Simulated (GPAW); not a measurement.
# Optical response of BN (Qingsongite)

Wanted: where BN (Qingsongite) starts to absorb, how strongly, and its refractive index.

Program: GPAW 26.7.0. Level of theory: DFT, LDA, plane-wave PAW (GPAW data sets), scalar-relativistic, RPA, optical limit. Results are calculated unless marked as measured.

## Step 1: The structure

Symmetry: F-43m, No. 216, cubic system. The conventional cell has a = 3.615 Å, b = 3.615 Å, c = 3.615 Å, α = 90.00°, β = 90.00°, γ = 90.00°. Nearest to N lie 4 B at 1.57 Å. Nearest to B lie 4 N at 1.57 Å. Farther neighbours and most contacts between anions are not listed.

Coordinates:

```cif
data_structure
_symmetry_space_group_name_H-M 'P 1'
_symmetry_Int_Tables_number 1
_cell_length_a 2.5562
_cell_length_b 2.5562
_cell_length_c 2.5562
_cell_angle_alpha 60.000
_cell_angle_beta 60.000
_cell_angle_gamma 60.000
_cell_volume 11.81
loop_
_atom_site_label
_atom_site_type_symbol
_atom_site_fract_x
_atom_site_fract_y
_atom_site_fract_z
_atom_site_occupancy
N1 N 0.75000 0.75000 0.75000 1
B2 B 0.00000 0.00000 0.00000 1
```

## Step 2: Dielectric function, RPA

Local fields let the induced charge screen the field inside the cell, which as a rule lowers ε, most along directions where the density is uneven.

df.py

```python
from gpaw.response.df import DielectricFunction

df = DielectricFunction('full.gpw', frequencies={'type': 'nonlinear', 'domega0': 0.03, 'omega2': 8},
                        ecut=50,
                        eta=0.15,
                        nbands=13,
                        txt='df.txt')
for direction in ['x', 'z']:
    df.get_dielectric_function(xc='RPA', direction=direction, filename=f'df_{direction}.csv')
```

Launch:

```
$ OMP_NUM_THREADS=1 python df.py
```

The log of the run:

```text
Using integrator: PointIntegrator
NonLinearFrequencyDescriptor(from 0.000 to 63.145 eV, 494 points)
Nonperiodic BCs:  [False False False]
Using integrator: PointIntegrator
NonLinearFrequencyDescriptor(from 0.000 to 63.145 eV, 494 points)
Nonperiodic BCs:  [False False False]

Calculating chi0 body with:
    Ground state adapter containing:
    Number of spins: 1
    Number of kpoints: 4096
    Number of irreducible kpoints: 145
    Number of completely occupied states: 4
    Number of partially occupied states: 4

    Linear response parametrization:
    q_c: [0.0, 0.0, 0.0]
    Number of frequency points: 494
    Planewave cutoff: 50.0
    Number of bands: 13
    Number of planewaves: 15
    Broadening (eta): 0.15

Integrating chi0 body.

Symmetries of q_c:
    Direct symmetries (Uq -> q): 24
    Indirect symmetries (TUq -> q): 24
In total 48 allowed symmetries.

145 groups of equivalent kpoints. 96.4599609375% reduction.

Integral kind: spectral function

Calculating chi0 optical extensions with:
    Ground state adapter containing:
    Number of spins: 1
    Number of kpoints: 4096
    Number of irreducible kpoints: 145
    Number of completely occupied states: 4
    Number of partially occupied states: 4

    Linear response parametrization:
    Number of frequency points: 494
    Planewave cutoff: 50.0
    Number of bands: 13
    Number of planewaves: 15
    Broadening (eta): 0.15
Integrating chi0 head and wings.

Symmetries of q_c:
    Direct symmetries (Uq -> q): 24
    Indirect symmetries (TUq -> q): 24
In total 48 allowed symmetries.

145 groups of equivalent kpoints. 96.4599609375% reduction.

Integral kind: spectral function wings
```

Run time: 3.5 s. Hardware: 1 thread of Arm Neoverse V1, shared host; peak memory 0.19 GiB.

Read-outs, printed or worked out from the files:

```
electronic dielectric constant ε∞, mean over x, y and z (by symmetry where fewer were run) : 4.577
main peak of Im epsilon, first axis                                                        : 11.83 eV
```

Some rows of df_x.csv (energy; Re and Im without local fields; Re and Im with them):

```text
0.000000, 4.752010, -0.000000, 4.576527, -0.000000
0.429336, 4.756612, 0.003223, 4.580811, 0.003000
0.878195, 4.771354, 0.006652, 4.594531, 0.006191
1.347938, 4.797955, 0.010378, 4.619283, 0.009656
1.840057, 4.838691, 0.014522, 4.657177, 0.013507
2.356191, 4.896623, 0.019255, 4.711045, 0.017899
2.898142, 4.975968, 0.024824, 4.784781, 0.023061
3.467895, 5.082688, 0.031606, 4.883877, 0.029335
4.067647, 5.225509, 0.040204, 5.016359, 0.037271
4.699832, 5.417783, 0.051642, 5.194470, 0.047800
5.367152, 5.681152, 0.067812, 5.437994, 0.062635
6.072622, 6.053623, 0.092631, 5.781544, 0.085312
6.819608, 6.610426, 0.135751, 6.293300, 0.124496
7.611886, 7.534517, 0.229914, 7.137929, 0.209366
8.453705, 9.548686, 0.672612, 8.958324, 0.600665
9.349861, 12.193533, 4.433976, 11.396344, 3.928045
10.305790, 9.199917, 8.325117, 8.784727, 7.531706
11.327680, 7.040175, 12.277242, 6.942947, 11.075691
12.422601, -3.252033, 11.496611, -2.347095, 11.159135
13.598673, -2.185116, 5.269898, -1.906410, 5.204082
```

Values under the direct gap are tails of Lorentzian lines. Im ε, E ∥ x or z against photon energy; read off at these points:

photon energy (eV), Im ε, E ∥ x or z and a bar:
```
     0.00        0.0 
     0.50        0.0 
     1.00        0.0 
     1.50        0.0 
     2.00        0.0 
     2.50        0.0 
     3.00        0.0 
     3.50        0.0 
     4.00        0.0 
     4.50        0.0 
     5.00        0.1 
     5.50        0.1 
     6.00        0.1 
     6.50        0.1 
     7.00        0.1 
     7.50        0.2 
     8.00        0.3 #
     8.50        0.7 #
     9.00        2.4 #####
     9.50        5.4 ###########
    10.00        7.2 ###############
    10.50        7.9 ################
    11.00        9.6 ####################
    11.50       11.8 ########################
    11.79       14.5 ##############################
    12.00       13.8 #############################
    12.50       10.3 #####################
    13.00        8.1 #################
    13.50        5.7 ############
```

The Re ε, E ∥ x or z by photon energy:

photon energy (eV), Re ε, E ∥ x or z and a bar from the least value:
```
      0.0        4.6 ################
      0.5        4.6 ################
      1.0        4.6 ################
      1.5        4.6 ################
      2.0        4.7 ################
      2.5        4.7 ################
      3.0        4.8 #################
      3.5        4.9 #################
      4.0        5.0 #################
      4.5        5.1 #################
      5.0        5.3 ##################
      5.5        5.5 ##################
      6.0        5.7 ###################
      6.5        6.1 ###################
      7.0        6.5 ####################
      7.5        7.0 #####################
      8.0        7.8 #######################
      8.5        9.1 ##########################
      9.0       10.3 #############################
      9.5       10.9 ##############################
     10.0        9.7 ###########################
     10.5        8.8 #########################
     11.0        8.9 #########################
     11.5        7.1 ######################
     12.0        1.7 ##########
     12.5       -2.2 #
     13.0       -2.8 
     13.5       -2.4 #
```

Values under the direct gap are tails of Lorentzian lines. Loss function −Im 1/ε at q → 0, E ∥ x or z against energy loss; read off at these points:

```csv
energy loss (eV),"loss function −Im 1/ε at q → 0, E ∥ x or z"
0.00,0
0.50,1.7e-4
1.00,3.3e-4
1.50,5.0e-4
2.00,6.8e-4
2.50,8.6e-4
3.00,0.00105
3.50,0.00124
4.00,0.00145
4.50,0.00168
5.00,0.00192
5.50,0.00219
6.00,0.00250
6.50,0.00287
7.00,0.00332
7.50,0.00393
8.00,0.00494
8.50,0.00809
9.00,0.0216
9.50,0.0363
10.00,0.0491
10.50,0.0562
11.00,0.0563
11.50,0.0620
12.00,0.0712
12.50,0.0927
13.00,0.110
13.50,0.149
13.77,0.194
```

Table of reflectivity at normal incidence, E ∥ x or z by photon energy; read off at these points:

```csv
photon energy (eV),"reflectivity at normal incidence, E ∥ x or z (%)"
0.00,13.2
0.50,13.2
1.00,13.3
1.50,13.4
2.00,13.5
2.50,13.7
3.00,13.9
3.50,14.2
4.00,14.6
4.50,15.0
5.00,15.5
5.50,16.2
6.00,16.9
6.50,17.8
7.00,18.9
7.50,20.4
8.00,22.3
8.50,25.3
9.00,28.3
9.50,31.9
10.00,33.0
10.50,33.4
11.00,35.9
11.50,39.2
12.00,45.6
12.34,49.4
12.50,47.7
13.00,47.7
13.50,44.8
```

Table of refractive index n and extinction k by photon energy:

```csv
photon energy (eV),n,k
0.0,2.14,0
0.5,2.14,8.2e-4
1.0,2.14,0.00165
1.5,2.15,0.00251
2.0,2.16,0.00343
2.5,2.17,0.00442
3.0,2.19,0.00550
3.5,2.21,0.00672
4.0,2.24,0.00812
4.5,2.27,0.00975
5.0,2.30,0.0117
5.5,2.34,0.0141
6.0,2.40,0.0172
6.5,2.46,0.0213
7.0,2.54,0.0272
7.5,2.64,0.0363
8.0,2.79,0.0536
8.5,3.02,0.112
9.0,3.23,0.373
9.5,3.40,0.790
10.0,3.31,1.09
10.5,3.22,1.23
11.0,3.31,1.44
11.5,3.24,1.83
12.0,2.79,2.48
12.5,2.05,2.52
13.0,1.70,2.39
13.5,1.37,2.07
```

From ε follow the optical constants at some laser and lamp lines:

```csv
wavelength (nm),n,k,R (%),1/α
1550,2.14,0.001,13.2,94 µm
1064,2.15,0.002,13.3,44 µm
633,2.16,0.003,13.5,15 µm
532,2.17,0.004,13.6,10 µm
450,2.18,0.005,13.8,7.2 µm
308,2.24,0.008,14.6,3.0 µm
193,2.45,0.021,17.7,745 nm
```

Below the direct gap, k and the depth come from the tails of the Lorentzian lines, not from transitions.

Rows near the edge hang on the gap, which this functional as a rule makes too small, and phonon-assisted absorption is left out.

## Step 3: Summary of results

```yaml
electronic_dielectric_constant_eps_infinity_mean_over_x_y_and_z_by_symmetry_where_fewer_were_run_rpa: 4.58
main_peak_of_im_epsilon_first_axis: 11.8 eV
```

What this shows: At this level (LDA, RPA) BN has ε∞ = 4.58 and n = 2.14 at 1550 nm, and Im ε peaks at 11.8 eV. Local fields change the static value along x from 4.75 to 4.58 (-4 %). Excitons and phonon-assisted transitions are missing; LDA gaps are as a rule too small, which pulls the onset down and ε∞ up. The sum runs over mesh points, so small or evenly spaced maxima can still be ripples of the mesh.

[Machine, clock and banner lines and Python warnings are left out of the logs.]

[Logs are printed without paths, hosts, clocks, repeated set-up lines and the standing remarks that a program may print on its own settings, such as how far it seeks lower states.]

[Hosts, paths, dates, database ids (printed as entryN), source tags and the programs' standing remarks are cut or masked in the printed files.]
